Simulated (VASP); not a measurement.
## SiO2 (strained rutile): one r²SCAN single-point calculation in two programs

```xyz
6
Lattice="4.1852 0.0000 0.0000 0.0000 4.1852 0.0000 0.0000 0.0000 2.7489" Properties=species:S:1:pos:R:3 pbc="T T T"
Si    0.0000    0.0000    0.0000
Si    2.0926    2.0926    1.3745
O     1.2802    1.2802    0.0000
O     0.8124    3.3728    1.3745
O     3.3728    0.8124    1.3745
O     2.9050    2.9050    0.0000
```

Datasets and cutoffs are each program's own. VASP's cell holds 32 valence electrons and Ansatz's 32. Ansatz's stress includes a Pulay correction; VASP's doesn't.

Cutoffs: 520 eV in VASP, 500 eV in Ansatz. k meshes: 6×6×10 and 6×6×10.

|  | VASP | Ansatz |
| --- | --- | --- |
| gap between bands v and c | 5.84 eV | 5.84 eV |
| least direct gap | 5.84 eV | 5.84 eV |
| pressure | -10.3 GPa | -10.6 GPa |

Band v is the last that the valence electrons fill when counted band by band, and c is the next. Levels in eV from the top of v, Ansatz:

```json
{"point": "Γ", "v−1": "-0.83", "v": "0.00", "c": "5.84", "c+1": "7.10"}
{"point": "X", "v−1": "-1.01", "v": "-1.01", "c": "8.05", "c+1": "8.05"}
{"point": "M", "v−1": "-2.12", "v": "-2.12", "c": "7.78", "c+1": "7.78"}
{"point": "Z", "v−1": "-2.58", "v": "-2.58", "c": "9.80", "c+1": "9.80"}
{"point": "R", "v−1": "-1.71", "v": "-1.71", "c": "9.55", "c+1": "9.55"}
{"point": "A", "v−1": "-1.52", "v": "-1.52", "c": "7.88", "c+1": "7.88"}
```

VASP:

| point | v−1 | v | c | c+1 |
| --- | --- | --- | --- | --- |
| Γ | -0.83 | 0.00 | 5.84 | 7.07 |
| X | -1.01 | -1.01 | 8.04 | 8.04 |
| M | -2.13 | -2.13 | 7.76 | 7.76 |
| Z | -2.58 | -2.58 | 9.77 | 9.77 |
| R | -1.71 | -1.71 | 9.52 | 9.52 |
| A | -1.52 | -1.52 | 7.85 | 7.85 |
